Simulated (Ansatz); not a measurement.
# SiC: energy over volume and cell shape

A grid of calculations on SiC (F-43m, No. 216; 2 atoms in the cell), to see where the energy is lowest and how it rises around there.

The COD entry's cell or inner coordinates are ideal or old and differ from later refinements, so a difference from it is no clean test against experiment.

Program: Ansatz 0.2.0. Level of theory: DFT PBE, scalar-relativistic, plane waves, PAW. These are calculated values, not measurements.

16 further runs of the same task are left out: 16 set aside as unsound or not needed.

### Step 1. The starting structure

Symmetry: F-43m, No. 216, cubic system. The conventional cell has a = 4.380 Å, b = 4.380 Å, c = 4.380 Å, α = 90.00°, β = 90.00°, γ = 90.00°. Si (site symmetry -43m) is surrounded by 4 C at 1.90 Å. C (site symmetry -43m) has 4 Si at 1.90 Å as nearest neighbours.

As a file:

```
CELL_PARAMETERS angstrom
0.00000 2.18983 2.18983
2.18983 0.00000 2.18983
2.18983 2.18983 0.00000
ATOMIC_POSITIONS crystal
Si 0.00000 0.00000 0.00000
C 0.75000 0.75000 0.75000
```

It is the result of an earlier relaxation at this level (volume 10.50 Å³/atom; gap on the mesh: 1.37 eV).

### Step 2. Reference cell

input.yaml reads:

```yaml
crystal:
  lattice:
    - [0.0, 2.1898271435, 2.1898271435]
    - [2.1898271435, 0.0, 2.1898271435]
    - [2.1898271435, 2.1898271435, 0.0]
  atoms:
    - { symbol: Si, position: [0.0, 0.0, 0.0] }
    - { symbol: C, position: [0.75, 0.75, 0.75] }
basis:
  ecutwfc: 520.0
kpoints:
  mp_grid: { grid: [12, 12, 12] }
hamiltonian:
  xc: pbe
  pseudopotentials: { kind: paw, azcp: { folder: soft_1 } }
scf:
  occupations: { method: gaussian, width: 0.05 }
output:
  forces: true
  stress: true
  eigenvalues: true
```

The run is started by

```bash
$ ansatz run input.yaml --threads 1 --pin off --max-ram 2048MiB --backend cpu --events-out ev --progress --plain --runs-dir out
```

The log of the run, shortened:

```text
Warning: RAYON_NUM_THREADS=1 ignored (pool sized by the plan → 1); use --threads N
[...]
Pseudopotentials: kind: paw
Pseudopotential: Si, paw, valence charge 4, recommended cutoff 420 eV (normal), <dir>
Pseudopotential: C, paw, valence charge 4, recommended cutoff 420 eV (normal), <dir>
Functional definition: PBE
[...]
Crystal: 2 atoms, lattice volume = 21.002 Å³
Basis set: ecut = 520 eV, 537 PW (Γ), exchange–correlation on 48×48×48 points (8 copies of the dense FFT grid, shifted against one another)
Bands: 8, of which v1, the nominal top of the filled ones, is band 4 counted from 1 (3 counted from 0)
Symmetry: 24 space group operations
Space group: F-43m (ITA 216), of the structure as read, at distance tolerance 2.8e-5 Å
k-points: 72 of 1728 (time reversal used)
[...]
SCF iter   1: F=—  HF=-888.621404 eV  |F-HF|=—  |Δ(HF+E_count)|=         —  Δρ=1.35e-1  dr2=4.75e0  ethr=3.10e-3  ⟨swp⟩=6.1  Hψ=4858  notcnv=0
[...]
SCF iter   7: F=-887.164734 eV  HF=-887.164734 eV  |F-HF|=2.05e-9  |Δ(HF+E_count)|=   1.07e-7  Δρ=8.32e-6  dr2=7.05e-9  ethr=1.25e-9  ⟨swp⟩=5.0  Hψ=2761  notcnv=0
[...]
SCF converged after 7 iterations
Free energy (F): -887.164734 eV
[...]
E sigma→0 (E₀):  -887.164734 eV
Fermi energy:    9.981615 eV
[...]
--- Forces (eV/Å), atoms counted from 1 ---
  atom   1  Si    -0.00000000     0.00000000    -0.00000000
  atom   2  C      0.00000000    -0.00000000     0.00000000
[...]
--- Stress (GPa, compression-positive) ---
       -0.000929      -0.000000      -0.000000
        0.000000      -0.000929       0.000000
       -0.000000       0.000000      -0.000929
  P = ⅓ Tr σ = -0.0009 GPa (-0.009 kbar)
--- Band table (eV; the first three rows and the last of 72) ---
  k-point 0: bands = ["-5.9963", "9.2949", "9.2949", "9.2949", "15.3276", "16.4985", "16.4985", "16.4985"]
[...]
```

It took 3.5 s on 1 thread of Arm Neoverse N1, shared host; peak memory 0.27 GiB.

### Step 3. The grid

The energy is mapped over volume and the cell's shape.

- volume per atom: 7 values from 9.24 to 11.76 Å³
- length along [111] over the lengths across it, relative to the cubic cell: 7 values from 0.923 to 1.083

Nothing else is relaxed (fractional coordinates fixed). Energies count from the relaxed crystal. Points are written as (first, second).

Of the runs on the grid, 8 are shown in the steps below; the others differ only in the two coordinates.

### Step 4. Point (9.24 Å³, 0.923)

Changes to input.yaml since step 2:

```diff
@@ -2,5 +2,5 @@
   lattice:
-    - [0.0, 2.1898271435, 2.1898271435]
-    - [2.1898271435, 0.0, 2.1898271435]
-    - [2.1898271435, 2.1898271435, 0.0]
+    - [0.0, 2.1552902109, 2.1552902109]
+    - [2.1552902109, 0.0, 2.1552902109]
+    - [2.0446519801, 2.0446519801, 0.1106382308]
   atoms:
```

The run is started by

```bash
$ ansatz run input.yaml --threads 1 --pin off --max-ram 2048MiB --backend cpu --events-out ev --progress --plain --runs-dir out
```

The log of the run, shortened:

```text
Warning: RAYON_NUM_THREADS=1 ignored (pool sized by the plan → 1); use --threads N
[...]
[... 4 set-up lines as earlier in the session ...]
[...]
Crystal: 2 atoms, lattice volume = 18.482 Å³
Basis set: ecut = 520 eV, 501 PW (Γ), exchange–correlation on 48×48×48 points (8 copies of the dense FFT grid, shifted against one another)
Bands: 8, of which v1, the nominal top of the filled ones, is band 4 counted from 1 (3 counted from 0)
Symmetry: 6 space group operations
Space group: R3m (ITA 160), of the structure as read, at distance tolerance 2.6e-5 Å
k-points: 189 of 1728 (time reversal used)
[...]
SCF iter   1: F=—  HF=-888.622132 eV  |F-HF|=—  |Δ(HF+E_count)|=         —  Δρ=1.64e-1  dr2=5.74e0  ethr=3.10e-3  ⟨swp⟩=6.1  Hψ=12952  notcnv=0
[...]
SCF iter   7: F=-886.727510 eV  HF=-886.727510 eV  |F-HF|=1.79e-9  |Δ(HF+E_count)|=   4.34e-9  Δρ=3.43e-6  dr2=1.29e-9  ethr=1.25e-9  ⟨swp⟩=6.0  Hψ=8253  notcnv=0
[...]
SCF converged after 7 iterations
Free energy (F): -886.727510 eV
[...]
E sigma→0 (E₀):  -886.727510 eV
Fermi energy:    11.681015 eV
[...]
--- Forces (eV/Å), atoms counted from 1 ---
  atom   1  Si    -1.06092013    -1.06092013     1.06092013
  atom   2  C      1.06090952     1.06090952    -1.06090952
[...]
--- Stress (GPa, compression-positive) ---
       37.483852      20.989166     -20.989166
       20.989166      37.483852     -20.989166
      -20.989166     -20.989166      37.483852
  P = ⅓ Tr σ = 37.4839 GPa (374.839 kbar)
--- Band table (eV; the first three rows and the last of 189) ---
  k-point 0: bands = ["-5.3743", "10.7919", "10.7919", "11.2649", "17.6413", "18.4500", "18.4500", "21.4546"]
[...]
```

Run time: 8.2 s. Hardware: 1 thread of Arm Neoverse N1, shared host; peak memory 0.32 GiB.

That is 219 meV/atom from the zero.

### Step 5. The run at (9.24 Å³, 0.948)

Changes to input.yaml since step 4:

```diff
@@ -2,5 +2,5 @@
   lattice:
-    - [0.0, 2.1552902109, 2.1552902109]
-    - [2.1552902109, 0.0, 2.1552902109]
-    - [2.0446519801, 2.0446519801, 0.1106382308]
+    - [0.0, 2.1361752434, 2.1361752434]
+    - [2.1361752434, 0.0, 2.1361752434]
+    - [2.0621211683, 2.0621211683, 0.0740540751]
   atoms:
```

The run is started by

```bash
$ ansatz run input.yaml --threads 1 --pin off --max-ram 2048MiB --backend cpu --events-out ev --progress --plain --runs-dir out
```

The log of the run, shortened:

```text
Warning: RAYON_NUM_THREADS=1 ignored (pool sized by the plan → 1); use --threads N
[...]
[... 4 set-up lines as earlier in the session ...]
[...]
Crystal: 2 atoms, lattice volume = 18.482 Å³
Basis set: ecut = 520 eV, 513 PW (Γ), exchange–correlation on 48×48×48 points (8 copies of the dense FFT grid, shifted against one another)
Bands: 8, of which v1, the nominal top of the filled ones, is band 4 counted from 1 (3 counted from 0)
[... 2 set-up lines as earlier in the session ...]
k-points: 189 of 1728 (time reversal used)
[...]
SCF iter   1: F=—  HF=-888.694671 eV  |F-HF|=—  |Δ(HF+E_count)|=         —  Δρ=1.63e-1  dr2=5.66e0  ethr=3.10e-3  ⟨swp⟩=6.2  Hψ=12934  notcnv=0
[...]
SCF iter   7: F=-886.834265 eV  HF=-886.834265 eV  |F-HF|=8.14e-10  |Δ(HF+E_count)|=   5.10e-9  Δρ=3.07e-6  dr2=1.13e-9  ethr=1.25e-9  ⟨swp⟩=5.8  Hψ=8193  notcnv=0
[...]
SCF converged after 7 iterations
Free energy (F): -886.834265 eV
[...]
E sigma→0 (E₀):  -886.834265 eV
Fermi energy:    11.672380 eV
[...]
--- Forces (eV/Å), atoms counted from 1 ---
  atom   1  Si    -0.64799499    -0.64799499     0.64799499
  atom   2  C      0.64798919     0.64798919    -0.64798919
[...]
--- Stress (GPa, compression-positive) ---
       36.020631      13.689620     -13.689620
       13.689620      36.020631     -13.689620
      -13.689620     -13.689620      36.020631
  P = ⅓ Tr σ = 36.0206 GPa (360.206 kbar)
--- Band table (eV; the first three rows and the last of 189) ---
  k-point 0: bands = ["-5.3662", "10.8457", "10.8457", "11.1853", "17.9592", "18.6590", "18.6590", "20.6139"]
[...]
```

It took 8 s on 1 thread of Arm Neoverse N1, shared host; peak memory 0.32 GiB.

That is 165 meV/atom from the zero.

### Step 6. The run at (10.50 Å³, 0.923)

Changes to input.yaml since step 5:

```diff
@@ -2,5 +2,5 @@
   lattice:
-    - [0.0, 2.1361752434, 2.1361752434]
-    - [2.1361752434, 0.0, 2.1361752434]
-    - [2.0621211683, 2.0621211683, 0.0740540751]
+    - [0.0, 2.2491026002, 2.2491026002]
+    - [2.2491026002, 0.0, 2.2491026002]
+    - [2.1336486667, 2.1336486667, 0.1154539335]
   atoms:
```

The run is started by

```bash
$ ansatz run input.yaml --threads 1 --pin off --max-ram 2048MiB --backend cpu --events-out ev --progress --plain --runs-dir out
```

The log of the run, shortened:

```text
[...]
SCF converged after 7 iterations
Free energy (F): -887.010908 eV
[...]
E sigma→0 (E₀):  -887.010908 eV
Fermi energy:    10.030682 eV
[...]
--- Forces (eV/Å), atoms counted from 1 ---
  atom   1  Si    -0.60789174    -0.60789174     0.60789174
  atom   2  C      0.60785217     0.60785217    -0.60785217
[...]
--- Stress (GPa, compression-positive) ---
        2.021181      14.954638     -14.954638
       14.954638       2.021181     -14.954638
      -14.954638     -14.954638       2.021181
  P = ⅓ Tr σ = 2.0212 GPa (20.212 kbar)
--- Band table (eV; the first three rows and the last of 189) ---
  k-point 0: bands = ["-6.0143", "9.1668", "9.1668", "9.5041", "14.6635", "15.9249", "15.9249", "18.4824"]
[...]
```

It took 8.2 s on 1 thread of Arm Neoverse N1, shared host; peak memory 0.32 GiB.

Energy on the map's scale: 77 meV/atom.

### Step 7. Grid point (10.50 Å³, 0.974)

Changes to input.yaml since step 6:

```diff
@@ -2,5 +2,5 @@
   lattice:
-    - [0.0, 2.2491026002, 2.2491026002]
-    - [2.2491026002, 0.0, 2.2491026002]
-    - [2.1336486667, 2.1336486667, 0.1154539335]
+    - [0.0, 2.2094439037, 2.2094439037]
+    - [2.2094439037, 0.0, 2.2094439037]
+    - [2.170557691, 2.170557691, 0.0388862127]
   atoms:
```

The run is started by

```bash
$ ansatz run input.yaml --threads 1 --pin off --max-ram 2048MiB --backend cpu --events-out ev --progress --plain --runs-dir out
```

The log of the run, shortened:

```text
[...]
SCF converged after 7 iterations
Free energy (F): -887.148053 eV
[...]
E sigma→0 (E₀):  -887.148053 eV
Fermi energy:    10.018818 eV
[...]
--- Forces (eV/Å), atoms counted from 1 ---
  atom   1  Si    -0.15624625    -0.15624625     0.15624625
  atom   2  C      0.15622458     0.15622458    -0.15622458
[...]
--- Stress (GPa, compression-positive) ---
        0.217511       4.788628      -4.788628
        4.788628       0.217511      -4.788628
       -4.788628      -4.788628       0.217511
  P = ⅓ Tr σ = 0.2175 GPa (2.175 kbar)
--- Band table (eV; the first three rows and the last of 189) ---
  k-point 0: bands = ["-5.9984", "9.2481", "9.2481", "9.3838", "15.1894", "16.2999", "16.2999", "17.0537"]
[...]
```

Run time: 8.1 s. Hardware: 1 thread of Arm Neoverse N1, shared host; peak memory 0.33 GiB.

That is 8 meV/atom from the zero.

### Step 8. Grid point (11.76 Å³, 0.948)

Changes to input.yaml since step 7:

```diff
@@ -2,5 +2,5 @@
   lattice:
-    - [0.0, 2.2094439037, 2.2094439037]
-    - [2.2094439037, 0.0, 2.2094439037]
-    - [2.170557691, 2.170557691, 0.0388862127]
+    - [0.0, 2.3149696637, 2.3149696637]
+    - [2.3149696637, 0.0, 2.3149696637]
+    - [2.234717382, 2.234717382, 0.0802522817]
   atoms:
```

The run is started by

```bash
$ ansatz run input.yaml --threads 1 --pin off --max-ram 2048MiB --backend cpu --events-out ev --progress --plain --runs-dir out
```

The log of the run, shortened:

```text
Warning: RAYON_NUM_THREADS=1 ignored (pool sized by the plan → 1); use --threads N
[...]
[... 4 set-up lines as earlier in the session ...]
[...]
Crystal: 2 atoms, lattice volume = 23.522 Å³
Basis set: ecut = 520 eV, 615 PW (Γ), exchange–correlation on 50×50×48 points (8 copies of the dense FFT grid, shifted against one another)
Bands: 8, of which v1, the nominal top of the filled ones, is band 4 counted from 1 (3 counted from 0)
[... 1 set-up line as earlier in the session ...]
Space group: R3m (ITA 160), of the structure as read, at distance tolerance 2.9e-5 Å
k-points: 189 of 1728 (time reversal used)
[...]
SCF iter   1: F=—  HF=-888.135352 eV  |F-HF|=—  |Δ(HF+E_count)|=         —  Δρ=1.16e-1  dr2=4.15e0  ethr=3.10e-3  ⟨swp⟩=6.2  Hψ=13025  notcnv=0
[...]
SCF iter   7: F=-886.943370 eV  HF=-886.943370 eV  |F-HF|=3.67e-8  |Δ(HF+E_count)|=   4.33e-7  Δρ=2.23e-5  dr2=6.77e-8  ethr=1.25e-9  ⟨swp⟩=3.1  Hψ=5981  notcnv=0
[...]
SCF converged after 7 iterations
Free energy (F): -886.943370 eV
[...]
E sigma→0 (E₀):  -886.943370 eV
Fermi energy:    8.702097 eV
[...]
--- Forces (eV/Å), atoms counted from 1 ---
  atom   1  Si    -0.15605033    -0.15605033     0.15605033
  atom   2  C      0.15598561     0.15598561    -0.15598561
[...]
--- Stress (GPa, compression-positive) ---
      -18.535729       7.103281      -7.103281
        7.103281     -18.535729      -7.103281
       -7.103281      -7.103281     -18.535729
  P = ⅓ Tr σ = -18.5357 GPa (-185.357 kbar)
--- Band table (eV; the first three rows and the last of 189) ---
  k-point 0: bands = ["-6.5059", "7.8731", "7.8731", "8.0501", "12.3904", "14.0631", "14.0631", "15.4585"]
[...]
```

It took 8.8 s on 1 thread of Arm Neoverse N1, shared host; peak memory 0.33 GiB.

On the map this point reads 111 meV/atom.

### Step 9. The run at (10.92 Å³, 0.948)

Changes to input.yaml since step 8:

```diff
@@ -2,5 +2,5 @@
   lattice:
-    - [0.0, 2.3149696637, 2.3149696637]
-    - [2.3149696637, 0.0, 2.3149696637]
-    - [2.234717382, 2.234717382, 0.0802522817]
+    - [0.0, 2.2584892267, 2.2584892267]
+    - [2.2584892267, 0.0, 2.2584892267]
+    - [2.1801949335, 2.1801949335, 0.0782942932]
   atoms:
```

The run is started by

```bash
$ ansatz run input.yaml --threads 1 --pin off --max-ram 2048MiB --backend cpu --events-out ev --progress --plain --runs-dir out
```

The log of the run, shortened:

```text
Warning: RAYON_NUM_THREADS=1 ignored (pool sized by the plan → 1); use --threads N
[...]
[... 4 set-up lines as earlier in the session ...]
[...]
Crystal: 2 atoms, lattice volume = 21.842 Å³
Basis set: ecut = 520 eV, 585 PW (Γ), exchange–correlation on 48×48×48 points (8 copies of the dense FFT grid, shifted against one another)
Bands: 8, of which v1, the nominal top of the filled ones, is band 4 counted from 1 (3 counted from 0)
[... 1 set-up line as earlier in the session ...]
Space group: R3m (ITA 160), of the structure as read, at distance tolerance 2.8e-5 Å
k-points: 189 of 1728 (time reversal used)
[...]
SCF iter   1: F=—  HF=-888.455077 eV  |F-HF|=—  |Δ(HF+E_count)|=         —  Δρ=1.29e-1  dr2=4.57e0  ethr=3.10e-3  ⟨swp⟩=6.1  Hψ=12919  notcnv=0
[...]
SCF iter   7: F=-887.080876 eV  HF=-887.080876 eV  |F-HF|=9.62e-9  |Δ(HF+E_count)|=   2.09e-7  Δρ=1.39e-5  dr2=2.28e-8  ethr=1.25e-9  ⟨swp⟩=5.9  Hψ=8140  notcnv=0
[...]
SCF converged after 7 iterations
Free energy (F): -887.080876 eV
[...]
E sigma→0 (E₀):  -887.080876 eV
Fermi energy:    9.561826 eV
[...]
--- Forces (eV/Å), atoms counted from 1 ---
  atom   1  Si    -0.28160583    -0.28160583     0.28160583
  atom   2  C      0.28155998     0.28155998    -0.28155998
[...]
--- Stress (GPa, compression-positive) ---
       -6.913138       8.760951      -8.760951
        8.760951      -6.913138      -8.760951
       -8.760951      -8.760951      -6.913138
  P = ⅓ Tr σ = -6.9131 GPa (-69.131 kbar)
--- Band table (eV; the first three rows and the last of 189) ---
  k-point 0: bands = ["-6.1844", "8.7320", "8.7320", "8.9543", "14.0429", "15.3790", "15.3790", "16.9271"]
[...]
```

Wall time 8.7 s (1 thread of Arm Neoverse N1, shared host); peak memory 0.33 GiB.

That is 42 meV/atom from the zero.

### Step 10. Point (11.76 Å³, 1.000)

Changes to input.yaml since step 9:

```diff
@@ -2,5 +2,5 @@
   lattice:
-    - [0.0, 2.2584892267, 2.2584892267]
-    - [2.2584892267, 0.0, 2.2584892267]
-    - [2.1801949335, 2.1801949335, 0.0782942932]
+    - [0.0, 2.274127186, 2.274127186]
+    - [2.274127186, 0.0, 2.274127186]
+    - [2.274127186, 2.274127186, 0.0]
   atoms:
```

The run is started by

```bash
$ ansatz run input.yaml --threads 1 --pin off --max-ram 2048MiB --backend cpu --events-out ev --progress --plain --runs-dir out
```

The log of the run, shortened:

```text
[...]
SCF converged after 7 iterations
Free energy (F): -886.998326 eV
[...]
E sigma→0 (E₀):  -886.998326 eV
Fermi energy:    8.671060 eV
[...]
--- Forces (eV/Å), atoms counted from 1 ---
  atom   1  Si    -0.00000000     0.00000000    -0.00000000
  atom   2  C      0.00000000    -0.00000000     0.00000000
[...]
--- Stress (GPa, compression-positive) ---
      -19.240668      -0.000000      -0.000000
       -0.000000     -19.240668       0.000000
        0.000000       0.000000     -19.240668
  P = ⅓ Tr σ = -19.2407 GPa (-192.407 kbar)
--- Band table (eV; the first three rows and the last of 72) ---
  k-point 0: bands = ["-6.4966", "7.9384", "7.9384", "7.9384", "12.6703", "14.4115", "14.4115", "14.4115"]
[...]
```

Run time: 3.6 s. Hardware: 1 thread of Arm Neoverse N1, shared host; peak memory 0.27 GiB.

On the map this point reads 83 meV/atom.

### Step 11. Point (10.50 Å³, 0.948)

Changes to input.yaml since step 10:

```diff
@@ -2,5 +2,5 @@
   lattice:
-    - [0.0, 2.274127186, 2.274127186]
-    - [2.274127186, 0.0, 2.274127186]
-    - [2.274127186, 2.274127186, 0.0]
+    - [0.0, 2.2291556238, 2.2291556238]
+    - [2.2291556238, 0.0, 2.2291556238]
+    - [2.1518782288, 2.1518782288, 0.077277395]
   atoms:
```

The run is started by

```bash
$ ansatz run input.yaml --threads 1 --pin off --max-ram 2048MiB --backend cpu --events-out ev --progress --plain --runs-dir out
```

The log of the run, shortened:

```text
[...]
SCF converged after 7 iterations
Free energy (F): -887.097360 eV
[...]
E sigma→0 (E₀):  -887.097360 eV
Fermi energy:    10.035295 eV
[...]
--- Forces (eV/Å), atoms counted from 1 ---
  atom   1  Si    -0.35683448    -0.35683448     0.35683448
  atom   2  C      0.35680744     0.35680744    -0.35680744
[...]
--- Stress (GPa, compression-positive) ---
        0.882993       9.758509      -9.758509
        9.758509       0.882993      -9.758509
       -9.758509      -9.758509       0.882993
  P = ⅓ Tr σ = 0.8830 GPa (8.830 kbar)
--- Band table (eV; the first three rows and the last of 189) ---
  k-point 0: bands = ["-6.0045", "9.2057", "9.2057", "9.4536", "14.9380", "16.1090", "16.1090", "17.7450"]
[...]
```

Run time: 8.2 s. Hardware: 1 thread of Arm Neoverse N1, shared host; peak memory 0.32 GiB.

On the map this point reads 34 meV/atom.

### Step 12. Energy over the grid

49 points were computed. Energies in meV/atom, from the relaxed crystal:

```csv
"length along [111] over the lengths across it, relative to the cubic cell ↓, volume per atom (Å³) →",9.24,9.66,10.08,10.50,10.92,11.34,11.76
1.083,211,133,88,71,77,101,141
1.055,163,88,46,32,40,67,109
1.027,134,60,21,8,18,46,90
1.000,124,51,12,0,10,39,83
0.974,134,61,21,8,18,47,90
0.948,165,90,48,34,42,69,111
0.923,219,140,94,77,82,106,146
```

On the same grid, band gap on the k-mesh (eV):

```
length along [111] over the lengths across it, relative to the cubic cell ↓, volume per atom (Å³) →  9.24  9.66  10.08  10.50  10.92  11.34  11.76
                                                                                              1.083  0.93  0.99   1.05   1.10   1.15   1.20   1.24
                                                                                              1.055  1.06  1.12   1.17   1.22   1.26   1.30   1.34
                                                                                              1.027  1.17  1.22   1.27   1.31   1.35   1.38   1.42
                                                                                              1.000  1.25  1.29   1.34   1.37   1.41   1.44   1.47
                                                                                              0.974  1.11  1.17   1.23   1.27   1.31   1.35   1.39
                                                                                              0.948  0.98  1.05   1.11   1.17   1.22   1.26   1.31
                                                                                              0.923  0.84  0.92   0.99   1.06   1.12   1.17   1.22
```

### Step 13. Outcome

| quantity | value |
| --- | --- |
| lowest point | (10.50 Å³, 1.000), 0 meV/atom |
| highest computed point | (9.24 Å³, 0.923), 219 meV/atom above the lowest |
| band gap on the k-mesh (eV) | 0.84 at (9.24 Å³, 0.923) to 1.47 at (11.76 Å³, 1.000); 1.37 at the lowest point |
| time for all points | 6.6 min on 1 thread, shared host |

The lowest computed point is at (10.50 Å³, 1.000), which is the relaxed crystal itself. No other kind of well shows on this grid. The highest computed point, (9.24 Å³, 0.923), lies 219 meV/atom above the lowest. Round the minimum the two coordinates are nearly uncoupled. With the other coordinates free, the energies away from the reference would be the same or lower.

These are semilocal Kohn-Sham gaps, which aren't the measured quantity. Such gaps usually fall short of the measured ones.
